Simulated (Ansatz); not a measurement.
**P: convergence and cost**

The task, for P: see how the smearing width on a coarse mesh moves the results.

Computed with Ansatz 0.2.0 (DFT PBE, scalar-relativistic, plane waves, PAW, unless a step's input says otherwise).

## 1. Starting point

The structure is monoclinic, space group P2/m (No. 10). Conventional cell: a = 2.425 Å, b = 2.439 Å, c = 4.852 Å, α = 90.00°, β = 90.24°, γ = 90.00°. P (site symmetry m) is surrounded by 6 P at 2.42 to 2.44 Å.

Cell or atoms stand a little off a more symmetric structure (Pm-3m at a tolerance of 0.3 Å), so results at this geometry aren't those of that ideal crystal.

As a file:

```cif
data_structure
_symmetry_space_group_name_H-M 'P 1'
_symmetry_Int_Tables_number 1
_cell_length_a 2.4247
_cell_length_b 2.4385
_cell_length_c 4.8525
_cell_angle_alpha 90.000
_cell_angle_beta 90.240
_cell_angle_gamma 90.000
_cell_volume 28.69
loop_
_atom_site_label
_atom_site_type_symbol
_atom_site_fract_x
_atom_site_fract_y
_atom_site_fract_z
_atom_site_occupancy
P1 P 0.00000 0.00000 0.25057 1
P2 P 0.00000 0.00000 0.74943 1
```

The structure comes from the Materials Project (structure only); it is used as listed.

## 2. The base input

Input file input.yaml:

```yaml
crystal:
  lattice:
    - [2.4246941115, 0.0, 0.0]
    - [0.0, 2.4385351442, 0.0]
    - [-0.0203144631, 0.0, 4.8524328982]
  atoms:
    - { symbol: P, position: [0.99999997, 0.0, 0.25057464] }
    - { symbol: P, position: [3.0e-08, 0.0, 0.74942536] }
basis:
  ecutwfc: 420
kpoints:
  mp_grid: { grid: [18, 18, 10] }
hamiltonian:
  xc: pbe
scf:
  occupations: { method: gaussian, width: 0.1 }
output:
  forces: true
  stress: true
  eigenvalues: true
  populations: true
```

It was run beforehand and gave: -755.5763 eV/atom at zero smearing, pressure 2.57 GPa, largest force 0.005 eV/Å, no gap on the mesh, in 6 SCF cycles and 18 s.

## 3. Smearing width on a coarse mesh: Gaussian 0.01 eV

Input file input.yaml:

```yaml
crystal:
  lattice:
    - [2.4246941115, 0.0, 0.0]
    - [0.0, 2.4385351442, 0.0]
    - [-0.0203144631, 0.0, 4.8524328982]
  atoms:
    - { symbol: P, position: [0.99999997, 0.0, 0.25057464] }
    - { symbol: P, position: [3.0e-08, 0.0, 0.74942536] }
basis:
  ecutwfc: 420
kpoints:
  mp_grid: { grid: [9, 9, 5] }
hamiltonian:
  xc: pbe
scf:
  occupations: { method: gaussian, width: 0.01 }
output:
  forces: true
  stress: true
  eigenvalues: true
```

Run with:

```
> ansatz run input.yaml --threads 2 --pin off --max-ram 2560MiB --backend cpu --events-out ev --progress --plain --runs-dir out
```

## 4. Smearing width on a coarse mesh: Gaussian 0.05 eV

Edit input.yaml of step 3 so:

```diff
@@ -15,3 +15,3 @@
 scf:
-  occupations: { method: gaussian, width: 0.01 }
+  occupations: { method: gaussian, width: 0.05 }
 output:
```

## 5. Smearing width on a coarse mesh: Gaussian 0.1 eV

Edit input.yaml of step 4 so:

```diff
@@ -15,3 +15,3 @@
 scf:
-  occupations: { method: gaussian, width: 0.05 }
+  occupations: { method: gaussian, width: 0.1 }
 output:
```

## 6. Smearing width on a coarse mesh: Gaussian 0.2 eV

Edit input.yaml of step 5 so:

```diff
@@ -15,3 +15,3 @@
 scf:
-  occupations: { method: gaussian, width: 0.1 }
+  occupations: { method: gaussian, width: 0.2 }
 output:
```

## 7. Smearing width on a coarse mesh: Gaussian 0.4 eV

Edit input.yaml of step 6 so:

```diff
@@ -15,3 +15,3 @@
 scf:
-  occupations: { method: gaussian, width: 0.2 }
+  occupations: { method: gaussian, width: 0.4 }
 output:
```

(Steps that only read results are left out.)

What results come out of these runs, taken together? Wanted: largest energy shift, smearing width on a coarse mesh.

As calculated:

| quantity | value |
| --- | --- |
| largest energy shift, smearing width on a coarse mesh | -16.4 meV/atom at Gaussian 0.4 |

What this shows: The free energy moves by up to 28.4 meV/atom (Gaussian 0.4), the energy extrapolated to zero width by up to 16.4. On the coarse mesh the shift from the base is least at Gaussian 0.01 eV (14.2 meV/atom): here the narrowest width does best.
